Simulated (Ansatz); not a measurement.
# Be: the cost of one run

Method: DFT PBE, scalar-relativistic, in Ansatz 0.2.0.

## (1) The starting structure

Symmetry: P4_2/mnm, No. 136, tetragonal system. The conventional cell has a = 3.747 Å, b = 3.747 Å, c = 2.281 Å, α = 90.00°, β = 90.00°, γ = 90.00°. Around Be (site symmetry m2m) lie 11 Be at 2.15 to 2.28 Å.

Structure file:

```
Be
1.0
     3.74681    0.00000    0.00000
     0.00000    3.74681    0.00000
     0.00000    0.00000    2.28128
Be
4
Direct
  0.29741 0.29741 0.00000
  0.70259 0.70259 0.00000
  0.20259 0.79741 0.50000
  0.79741 0.20259 0.50000
```

Atoms are numbered in the order of the input: Be1, Be2, Be3, Be4.

## (2) The deformed structure

Space group P4_2/mnm before, C2/m after.

## (3) All-electron LAPW

Contents of input.yaml:

```yaml
crystal:
  lattice:
    - [3.746814, -0.03746814, -0.03746814]
    - [-0.03746814, 3.746814, -0.03746814]
    - [-0.0228128, -0.0228128, 2.28128]
  atoms:
    - { symbol: Be, position: [0.297408, 0.297408, 0.0] }
    - { symbol: Be, position: [0.702592, 0.702592, 0.0] }
    - { symbol: Be, position: [0.202592, 0.797408, 0.5] }
    - { symbol: Be, position: [0.797408, 0.202592, 0.5] }
kpoints:
  mp_grid: { grid: [9, 9, 14] }
  band_path:
    path:
      - [0.0, 0.0, 0.0]
      - [0.0, 0.0, 0.5]
      - [-0.4933443843, 0.4933443843, 0.5]
      - [-0.5066556157, -0.4933443843, 0.5]
      - [-0.5, -0.5, 0.5]
      - [0.0, 0.0, 0.0]
      - [-0.5, 0.5, 0.0]
      - [-0.5, 0.0, 0.5]
      - [0.0, 0.0, 0.0]
    npoints: 5
scf:
  occupations: { method: fermi_dirac, width: 0.05 }
hamiltonian:
  xc: pbe
  pseudopotentials: { kind: all_electron, lapw: { basis_error: 0.001 } }
output:
  forces: true
  stress: true
  eigenvalues: true
```

Started as:

```sh
$ ansatz run input.yaml --threads 1 --pin off --max-ram 6144MiB --backend cpu --events-out ev --progress --plain --runs-dir out
```

Q: Estimate wall time and peak memory on 1 thread of Arm Neoverse V1, shared host.

About 22 s, with a peak of 0.41 GiB.
